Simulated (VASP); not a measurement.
All values below come from PBE GGA, VASP's PBE PAW potentials (set 64) (plane waves; VASP).

The input files of a VASP run:

### POSCAR
```
LiI
1
    0.0000000000     3.0100000000     3.0100000000
    3.0100000000     0.0000000000     3.0100000000
    3.0100000000     3.0100000000     0.0000000000
Li I
1 1
Direct
  0.0000000000   0.0000000000   0.0000000000
  0.5000000000   0.5000000000   0.5000000000
```

### INCAR
```
# general
SYSTEM   =  LiI
PREC     =  Accurate
ENCUT    =  520   # plane-wave cut-off (eV)
LREAL    =  F   # projection in real space or not
LASPH    =  T   # aspherical one-centre terms

# electronic loop
EDIFF    =  1E-6   # SCF stop (eV)
NELM     =  100   # most electronic steps
ALGO     =  Normal   # blocked Davidson
LMAXMIX  =  4   # l cut-off of mixed one-centre charges

# smearing
ISMEAR   =  0   # Gaussian
SIGMA    =  0.05

# functional
GGA      =  PE   # PBE

# ions
ISIF     =  2   # forces and stress, cell fixed

# output
LWAVE    =  F
LCHARG   =  F
```

### KPOINTS
```
Automatic mesh
0
G
  6 6 6
0 0 0
```

POTCAR, in this order: Li_sv I (PBE.64 set). Program: vasp_std.

The resulting files:

**OSZICAR**
```
       N       E                     dE             d eps       ncg     rms          rms(c)
DAV:   1     0.361866721184E+02    0.36187E+02   -0.35976E+03   288   0.949E+02
DAV:   2    -0.418515046351E+01   -0.40372E+02   -0.39076E+02   399   0.134E+02
DAV:   3    -0.578647733783E+01   -0.16013E+01   -0.15997E+01   336   0.314E+01
DAV:   4    -0.583488865757E+01   -0.48411E-01   -0.48388E-01   466   0.605E+00
DAV:   5    -0.583529560230E+01   -0.40694E-03   -0.40692E-03   353   0.566E-01    0.215E+00
DAV:   6    -0.582425775105E+01    0.11038E-01   -0.24284E-02   387   0.996E-01    0.140E+00
DAV:   7    -0.582941436440E+01   -0.51566E-02   -0.32374E-02   361   0.116E+00    0.322E-01
DAV:   8    -0.583018502189E+01   -0.77066E-03   -0.38242E-03   317   0.454E-01    0.621E-02
DAV:   9    -0.583020014994E+01   -0.15128E-04   -0.10349E-04   413   0.929E-02    0.528E-02
DAV:  10    -0.583019668448E+01    0.34655E-05   -0.32490E-05   328   0.421E-02    0.392E-02
DAV:  11    -0.583021000544E+01   -0.13321E-04   -0.25662E-05   316   0.394E-02    0.102E-02
DAV:  12    -0.583021385311E+01   -0.38477E-05   -0.65383E-07   340   0.744E-03    0.189E-03
DAV:  13    -0.583021402108E+01   -0.16797E-06   -0.18267E-07   184   0.379E-03
   1 F= -.58302140E+01 E0= -.58302140E+01  d E =-.160051E-22
```

File OUTCAR:
```
------------------------ aborting loop because EDIFF is reached ----------------------------------------
  FORCE on cell =-STRESS in cart. coord.  units (eV):
  Direction    XX          YY          ZZ          XY          YZ          ZX
  --------------------------------------------------------------------------------------
  Total       -0.0050909     -0.0050909     -0.0050909      0.0000000      0.0000000     -0.0000000
  in kB       -0.1495463     -0.1495463     -0.1495463      0.0000000      0.0000000     -0.0000000
  external PRESSURE =      -0.1495463 kB  Pullay stress =       0.0000000 kB
  volume of cell :       54.54
      direct lattice vectors                 reciprocal lattice vectors
     0.000000000  3.010000000  3.010000000    -0.166112957  0.166112957  0.166112957
     3.010000000  0.000000000  3.010000000     0.166112957 -0.166112957  0.166112957
     3.010000000  3.010000000  0.000000000     0.166112957  0.166112957 -0.166112957
 POSITION                                       TOTAL-FORCE (eV/Angst)
 -----------------------------------------------------------------------------------
      0.00000      0.00000      0.00000        -0.000000     -0.000000     -0.000000
      3.01000      3.01000      3.01000         0.000000      0.000000      0.000000
 -----------------------------------------------------------------------------------
    total drift:                                0.000000     -0.000000      0.000000
  FREE ENERGIE OF THE ION-ELECTRON SYSTEM (eV)
  ---------------------------------------------------
  free  energy   TOTEN  =        -5.8302140211 eV

  energy  without entropy=       -5.8302140211  energy(sigma->0) =       -5.83021402
```
(Selected blocks of OUTCAR.)

The compound is LiI in the rock salt structure. The cell was not relaxed at this level.
